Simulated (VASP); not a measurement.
Ge: equation of state with PBEsol

**Measured values to compare with.**

From “Sub-monolayer structures of Ag overlayers on Ge(111): experimental observations and first-principles study”, 2019, arxiv:1908.00180, for a bulk crystal of Ge: bulk modulus 75.8 GPa.

Ge:

```
Ge
1.0
     0.00000    2.82891    2.82891
     2.82891    0.00000    2.82891
     2.82891    2.82891    0.00000
Ge
2
Direct
  0.75000 0.75000 0.75000
  0.50000 0.50000 0.50000
```

| Quantity | Value |
| --- | --- |
| Program | VASP 6.6.1 |
| Task | equation of state |
| Functional | PBEsol |
| Potentials or basis | VASP PAW PBE potentials, release 64 (Ge_d) |
| Cutoff | 520 eV |
| k mesh | 8 × 8 × 8 |
| Occupations | fermi-dirac, width 0.05 eV |
| Spin | no spin polarisation |

The equilibrium volume is 22.84 Å³/atom, the bulk modulus is 66 GPa and the pressure derivative of the bulk modulus is 4.9 (rough: it moves with the points fitted).

Energy against volume, from the lowest point:
```csv
volume (Å³/atom),energy (meV/atom)
21.281,24.91
21.733,11.79
22.186,3.70
22.639,0.00
23.092,0.14
23.545,3.77
23.997,10.58
```

All runs of the series together: 91 s on 1 thread of Intel(R) Xeon(R) 6975P-C (Granite Rapids) (shared host).

Against the measured bulk modulus of Ge, 75.8 GPa (quoted in “Sub-monolayer structures of Ag overlayers on Ge(111): experimental observations and first-principles study”, 2019, arxiv:1908.00180), the calculated 66 GPa is off by -12.7 %. The fit is for a static lattice scaled at fixed shape and fixed fractional positions. The cell as given is a measured one (22.64 Å³/atom); PBEsol puts the equilibrium volume +0.9 % from it, thermal expansion not counted.

Caveat: the PAW data sets were made with another functional, which shifts forces and pressure a little.
